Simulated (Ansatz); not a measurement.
**KF: a workflow**

**What was measured.** A cell as deposited of cubic KF (space group Fm-3m), temperature not stated, from the Crystallography Open Database (1963), has a = 5.347 Å and 19.11 Å³/atom.

Method: PBE, scalar-relativistic; no spin polarisation; PAW, 420 eV, Γ-centred 12×12×12 mesh, 0.05 eV Gaussian smearing; code Ansatz; PAW files: Ansatz's generated set soft_2.

The chain of runs began from a cell as deposited in COD, expanded in volume.

Starting cell, 1 % over the database's volume:

```cif
data_structure
_symmetry_space_group_name_H-M 'P 1'
_symmetry_Int_Tables_number 1
_cell_length_a 3.7935
_cell_length_b 3.7935
_cell_length_c 3.7935
_cell_angle_alpha 60.000
_cell_angle_beta 60.000
_cell_angle_gamma 60.000
_cell_volume 38.60
loop_
_atom_site_label
_atom_site_type_symbol
_atom_site_fract_x
_atom_site_fract_y
_atom_site_fract_z
_atom_site_occupancy
K1 K 0.00000 0.00000 0.00000 1
F1 F 0.50000 0.50000 0.50000 1
```

The first steps of the search for zero pressure:

```tsv
run	level	k-mesh	kind	V (Å³/atom)	P (GPa)	gap on the mesh (eV)
1	PBE	12×12×12	fixed cell	19.30	1.0	6.12
```

(1) At which volume does PBE reach zero pressure?

Answer:

(1) 19.91 Å³/atom, about 3.1 % over the start.

The steps that followed:

```tsv
run	level	k-mesh	kind	V (Å³/atom)	P (GPa)	E − E(final) (meV/atom)	gap on the mesh (eV)
2	PBE	12×12×12	fixed cell	19.43	0.8	1.1	6.09
3	PBE	12×12×12	fixed cell	19.91	0.0	0.0	5.96
```

The final structure (symmetry read at 0.01 Å). It takes space group Fm-3m (No. 225, cubic). Conventional cell: a = 5.420 Å, b = 5.420 Å, c = 5.420 Å, α = 90.00°, β = 90.00°, γ = 90.00°. Around K (site symmetry m-3m) lie 6 F at 2.71 Å. F (site symmetry m-3m) is surrounded by 6 K at 2.71 Å. (Shells end 15 % past the nearest neighbour.)

```tsv
atom	site	symmetry	x	y	z
K	4a	m-3m	0.0000	0.0000	0.0000
F	4b	m-3m	0.5000	0.0000	0.0000
```

At the final geometry the gap, band path included, is 5.96 eV. The equation of state gives B0 = 29 GPa and B0′ = 4.9. Against the elements' standard states, run alike and uncorrected, the formation energy is -2.71 eV/atom. 

**What lies behind the numbers.**

Within 0.6 eV of the edges the projected states are 98 % F 2p at the top of the valence band and 97 % K 4s at the bottom of the conduction band. The lowest excitation takes an electron from F back to K, as in ionic insulators.

**Against experiment.** PBE gives 5.420 Å and 19.91 Å³/atom, +4.2 % in volume (+1.4 % in length) from the database's cell. PBE usually overestimates volumes by a few per cent. The static lattice also lacks zero-point motion and thermal expansion, roughly 2.2 to 5.4 % in volume at 300 K (room temperature assumed) by Grüneisen's rule, γ·3k_BT/(B0·V0) with γ of 1 to 2.5, so its own overestimate is larger than the figure.

Semilocal functionals underestimate band gaps, commonly by a third or more.
